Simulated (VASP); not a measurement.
# InPd, self-consistent run: which settings are enough?

InPd, P4mm (no. 99), 2 atoms in the cell. RPBE; PAW potentials In_d, Pd (PBE set). VASP 6.6.1. The cell is changed on purpose: last atom moved by 0.05 Å along z, cell strained by -1.0% along z.

Wanted: energy within 10 meV/atom; forces within 0.05 eV/Å; stress within 1 GPa.

What the run is for: all; Accuracy asked: screening.

POSCAR:
```
InPd
1.0
    3.2718847800      0.0000000000      0.0000000000
    0.0000000000      3.2718847800      0.0000000000
    0.0000000000      0.0000000000      3.2391659322
In Pd
1 1
Direct
    0.0000000000      0.0000000000      0.0000000000
    0.5000000000      0.5000000000      0.5152817100
```

The series start from Plane-wave cutoff (eV): 320; Smearing width (eV): 0.1; k-point mesh: 11 × 11 × 11; Precision mode (PREC): Accurate; Electronic threshold (eV): 1e-6; Bands in all (NBANDS): 22; Aspherical gradient terms in the spheres (LASPH): yes; Electronic algorithm: ALGO=Normal; Use of symmetry (ISYM): defaults; Support grid and gradient cutoff: ADDGRID=False GGA_COMPAT=False. Each series keeps the choices made before it, and each single choice may use up half of a tolerance.

## Plane-wave cutoff (eV)

| Plane-wave cutoff (eV) | Energy less reference (meV/atom) | Forces, largest deviation (eV/Å) | Stress, largest deviation (GPa) | SCF iterations | Time (s) |
|---|---|---|---|---|---|
| 200 | 106 | 0.013 | 40.0 | 13 | 9.8 |
| 250 | 3 | 0.001 | 1.5 | 12 | 14 |
| 290 | 2 | 0.000 | 0.3 | 12 | 16 |
| 320 | 2 | 0.001 | 0.9 | 12 | 18 |
| 380 | 1 | 0.001 | 0.6 | 12 | 18 |
| 440 | 0 | 0.000 | 0.0 | 12 | 21 |
| 520 | 0 | 0.000 | 0.1 | 12 | 24 |
| 650 (reference) | 0 | 0.000 | 0.0 | 12 | 51 |

Chosen: 440, the loosest value from which every tighter one stays within half of the tolerance.

## Smearing width (eV)

| Smearing width (eV) | Energy less reference (meV/atom) | Forces, largest deviation (eV/Å) | Stress, largest deviation (GPa) | SCF iterations | Time (s) |
|---|---|---|---|---|---|
| 0.4 | 0 | 0.001 | 0.3 | 12 | 24 |
| 0.3 | -1 | 0.001 | 0.3 | 12 | 20 |
| 0.2 | -1 | 0.001 | 0.3 | 12 | 22 |
| 0.15 | 0 | 0.001 | 0.2 | 12 | 23 |
| 0.1 | 0 | 0.000 | 0.1 | 12 | 21 |
| 0.05 (reference) | 0 | 0.000 | 0.0 | 12 | 24 |

Chosen: 0.4.

## k-point mesh

| k-point mesh | Energy less reference (meV/atom) | Forces, largest deviation (eV/Å) | Stress, largest deviation (GPa) | SCF iterations | Time (s) |
|---|---|---|---|---|---|
| 4 × 4 × 4 | 3 | 0.013 | 0.5 | 12 | 5.7 |
| 5 × 5 × 5 | 6 | 0.001 | 0.9 | 12 | 4.9 |
| 6 × 6 × 6 | 18 | 0.001 | 0.4 | 12 | 8.9 |
| 7 × 7 × 7 | -8 | 0.003 | 0.1 | 12 | 10 |
| 9 × 9 × 9 | 7 | 0.001 | 0.2 | 12 | 19 |
| 11 × 11 × 11 | -2 | 0.000 | 0.1 | 12 | 24 |
| 13 × 13 × 13 | 1 | 0.000 | 0.0 | 12 | 33 |
| 16 × 16 × 16 (reference) | 0 | 0.000 | 0.0 | 12 | 66 |

Chosen: 11 × 11 × 11.

## Precision mode (PREC)

| Precision mode (PREC) | Energy less reference (meV/atom) | Forces, largest deviation (eV/Å) | Stress, largest deviation (GPa) | SCF iterations | Time (s) |
|---|---|---|---|---|---|
| Low | 1 | 0.001 | 0.0 | 12 | 18 |
| SingleN | 1 | 0.001 | 0.0 | 12 | 20 |
| Normal | 0 | 0.000 | 0.0 | 12 | 19 |
| Accurate (reference) | 0 | 0.000 | 0.0 | 12 | 24 |

Chosen: Low.

## Electronic threshold (eV)

| Electronic threshold (eV) | Energy less reference (meV/atom) | Forces, largest deviation (eV/Å) | Stress, largest deviation (GPa) | SCF iterations | Time (s) |
|---|---|---|---|---|---|
| 0.001 | 0 | 0.006 | 0.0 | 9 | 15 |
| 0.0001 | 0 | 0.001 | 0.2 | 10 | 17 |
| 1e-5 | 0 | 0.000 | 0.0 | 11 | 22 |
| 1e-6 | 0 | 0.000 | 0.0 | 12 | 18 |
| 1e-7 | 0 | 0.000 | 0.0 | 14 | 21 |
| 1e-8 (reference) | 0 | 0.000 | 0.0 | 16 | 21 |

Chosen: 0.001.

## Bands in all (NBANDS)

| Bands in all (NBANDS) | Energy less reference (meV/atom) | Forces, largest deviation (eV/Å) | Stress, largest deviation (GPa) | SCF iterations | Time (s) |
|---|---|---|---|---|---|
| 13 | 0 | 0.002 | 0.3 | 9 | 8.2 |
| 14 | 0 | 0.002 | 0.3 | 9 | 8.2 |
| 16 | 0 | 0.002 | 0.2 | 9 | 12 |
| 18 | 0 | 0.003 | 0.2 | 9 | 13 |
| 22 | 0 | 0.003 | 0.1 | 9 | 15 |
| 32 (reference) | 0 | 0.000 | 0.0 | 9 | 24 |

Chosen: 13.

## Aspherical gradient terms in the spheres (LASPH)

| Aspherical gradient terms in the spheres (LASPH) | Energy less reference (meV/atom) | Forces, largest deviation (eV/Å) | Stress, largest deviation (GPa) | SCF iterations | Time (s) |
|---|---|---|---|---|---|
| no | 0 | 0.000 | 0.0 | 9 | 10 |
| yes (reference) | 0 | 0.000 | 0.0 | 9 | 8.2 |

Chosen: no.

## Electronic algorithm

| Electronic algorithm | Energy less reference (meV/atom) | Forces, largest deviation (eV/Å) | Stress, largest deviation (GPa) | SCF iterations | Time (s) |
|---|---|---|---|---|---|
| ALGO=Normal | 0 | 0.000 | 0.0 | 9 | 10 |
| ALGO=Fast | 0 | 0.002 | 0.4 | 9 | 8.9 |
| ALGO=VeryFast | 0 | 0.001 | 0.3 | 16 | 14 |
| ALGO=All ISEARCH=1 | 0 | 0.010 | 0.7 | 11 | 10 |
| ALGO=All ISEARCH=0 | 0 | 0.010 | 0.7 | 11 | 10 |
| ALGO=Damped TIME=0.4 | 0 | 0.002 | 0.1 | 15 | 15 |
| ALGO=Damped TIME=0.1 | 1 | 0.004 | 0.6 | 22 | 16 |

Chosen: ALGO=Fast; it saves 1.2 s of 10, so ALGO=Normal would do nearly as well.

## Use of symmetry (ISYM)

| Use of symmetry (ISYM) | Energy less reference (meV/atom) | Forces, largest deviation (eV/Å) | Stress, largest deviation (GPa) | SCF iterations | Time (s) |
|---|---|---|---|---|---|
| defaults | 0 | 0.000 | 0.0 | 9 | 8.9 |
| ISYM=1 | 0 | 0.000 | 0.0 | 9 | 11 |
| ISYM=0 | 0 | 0.000 | 0.0 | 9 | 46 |
| ISYM=-1 | 0 | 0.000 | 0.0 | 9 | 87 |

Chosen: defaults; no other choice that stays within half of the tolerance saves 30 % of the time.

## Support grid and gradient cutoff

| Support grid and gradient cutoff | Energy less reference (meV/atom) | Forces, largest deviation (eV/Å) | Stress, largest deviation (GPa) | SCF iterations | Time (s) |
|---|---|---|---|---|---|
| ADDGRID=False GGA_COMPAT=False | 0 | 0.000 | 0.0 | 9 | 8.9 |
| ADDGRID=True GGA_COMPAT=False | 0 | 0.001 | 0.0 | 9 | 8.7 |
| ADDGRID=False GGA_COMPAT=True | 0 | 0.001 | 0.0 | 9 | 9.3 |

Chosen: ADDGRID=False GGA_COMPAT=False.

## All choices together

| Input | Energy less reference (meV/atom) | Forces, largest deviation (eV/Å) | Stress, largest deviation (GPa) | Time (s) |
|---|---|---|---|---|
| the program's defaults (naive) | 9 | 0.012 | 1.2 | 1.2 |
| chosen settings | -1 | 0.008 | 0.6 | 8.9 |
| reference settings throughout | 0 | 0.000 | 0.0 | 302 |

The tolerance is met.

Values of the reference run: Forces: 0, 0, 0.2279, 0, 0, -0.2279 eV/Å; Stress: 8.713, 0, 0, 0, 8.713, 0, 0, 0, 9.09 GPa.

## The input

INCAR:
```
  ADDGRID = F
  ALGO = Fast
  EDIFF = 0.001
  ENCUT = 440
  GGA = RP
  GGA_COMPAT = F
  ISIF = 2
  ISMEAR = 1
  LASPH = F
  LCHARG = F
  LREAL = F
  LWAVE = F
  NBANDS = 13
  NELM = 120
  PREC = Low
  SIGMA = 0.4
```

KPOINTS:
```
Automatic mesh
0
Gamma
  11 11 11
  0 0 0
```

Commands:
```
cat potpaw_PBE.64/In_d/POTCAR potpaw_PBE.64/Pd/POTCAR > POTCAR
mpirun -np 1 vasp_std > vasp.out
```

The chosen input took VASP 6.6.1 8.9 s on 1 core (Intel Xeon 6975P-C (Granite Rapids)), a shared host.

## An input that fails: one k point for a small cell

It runs to its end, but against the unchanged starting input it is off by 735 meV/atom in the energy, 0.593 eV/Å in the forces, 35.6 GPa in the stress.

k mesh: 11 × 11 × 11 becomes 1 × 1 × 1.

Changes against the starting input:
```
- NELM = 120
+ NELM = 86
```
